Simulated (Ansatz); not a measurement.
A run of Ansatz 0.2.0 is set up as follows.

Contents of input.yaml:

```yaml
crystal:
  lattice:
    - [0.0, 2.4385, 2.4385]
    - [2.4385, 0.0, 2.4385]
    - [2.4385, 2.4385, 0.0]
  atoms:
    - { symbol: "Y", position: [0.0, 0.0, 0.0] }
    - { symbol: "N", position: [0.5, 0.5, 0.5] }
kpoints:
  mp_grid: { grid: [6, 6, 6] }
scf:
  occupations: { method: fermi_dirac, width: 0.05 }
hamiltonian:
  xc: pbe
  pseudopotentials: { kind: all_electron, datasets: crystal }
output:
  forces: true
  stress: true
  eigenvalues: true
```

Potentials or basis: all-electron PAW datasets made for the crystal.

Launch:

```bash
$ ansatz run input.yaml --threads 1 --pin off --max-ram 3072MiB --backend cpu --events-out ev --progress --plain --runs-dir out
```

Question: Predict the pressure.

Answer: 3.1 GPa.

Question: What does it give for the band gap on the k mesh?

Answer: 0.17 eV, indirect (least direct gap 0.55 eV).

A k mesh can miss the band edges. A hybrid or GW would open this gap; PBE tends to underestimate it.
